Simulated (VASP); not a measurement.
**ZnS: equation of state with PBEsol**

**What was measured.**

From “Electronic, vibrational, and thermodynamic properties of ZnS (zincblende and rocksalt structure)”, 2009, arxiv:0911.5022, for a bulk crystal of ZnS: bulk modulus 76.9 GPa.

Crystal: ZnS.

```
Zn S
1.0
     0.00000    2.70200    2.70200
     2.70200    0.00000    2.70200
     2.70200    2.70200    0.00000
Zn S
1 1
Direct
  0.75000 0.75000 0.75000
  0.00000 0.00000 0.00000
```

| Item | Value |
| --- | --- |
| Program | VASP 6.6.1 |
| Task | equation of state |
| Functional | PBEsol |
| Potentials or basis | VASP PAW PBE potentials, release 64 (Zn, S) |
| Cutoff | 520 eV |
| k mesh | 9 × 9 × 9 |
| Occupations | fermi-dirac, width 0.05 eV |
| Spin | no spin polarisation |

```
Equilibrium volume                      : 19.27 Å³/atom
Bulk modulus                            : 79 GPa
Pressure derivative of the bulk modulus : 4.5
```

Energy against volume, from the lowest point:
| volume (Å³/atom) | energy (meV/atom) |
| --- | --- |
| 18.543 | 7.12 |
| 18.938 | 1.37 |
| 19.332 | 0.00 |
| 19.727 | 2.53 |
| 20.121 | 8.52 |
| 20.516 | 17.65 |
| 20.910 | 29.56 |

All runs of the series together: 2 min on 1 thread of Intel(R) Xeon(R) Platinum 8375C CPU @ 2.90GHz (Ice Lake), on a shared host.

Measured bulk modulus of ZnS: 76.9 GPa (quoted in “Electronic, vibrational, and thermodynamic properties of ZnS (zincblende and rocksalt structure)”, 2009, arxiv:0911.5022). This calculation gives 79 GPa (+2.3 %). The fit is for a static lattice scaled at fixed shape and fixed fractional positions.

Caveat: the PAW data sets were made with another functional, which shifts forces and pressure a little.
